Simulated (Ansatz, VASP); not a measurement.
## Two plane-wave programs on Cd

```
Cd
1.0
    -1.76648    1.78432    1.78432
     1.76648   -1.78432    1.78432
     1.76648    1.78432   -1.78432
Cd
1
Direct
  0.00000 0.00000 0.00000
```

Change from the starting cell: strain = -0.01.

Alike in both runs: task single point; functional PBE; k mesh 10 × 10 × 10; occupations fermi-dirac, width 0.05 eV; no spin polarisation.

|  | VASP | Ansatz |
| --- | --- | --- |
| version | VASP 6.6.1 | Ansatz 0.2.0 |
| potentials or method | VASP PAW PBE potentials, release 64 (Cd) | Ansatz PAW |
| plane-wave cutoff (eV) | 520 | 420 |
| valence electrons in the cell | 12 | 20 |

Ansatz gave:

```
gap on the k mesh at the Fermi level (eV)       : none
pressure (GPa)                                  : 1.6
largest component of the traceless stress (GPa) : 0.96
```

Problem. What did VASP give for the same quantities?

Solution. gap on the k mesh at the Fermi level (eV): none; pressure (GPa): 1.8; largest component of the traceless stress (GPa): 0.97.

A gap of «none» marks a metal or a gap that the smearing closes. The functional is the same, so the differences come from potentials, cutoffs and numerics. The two sets of potentials don't hold the same shells in valence.
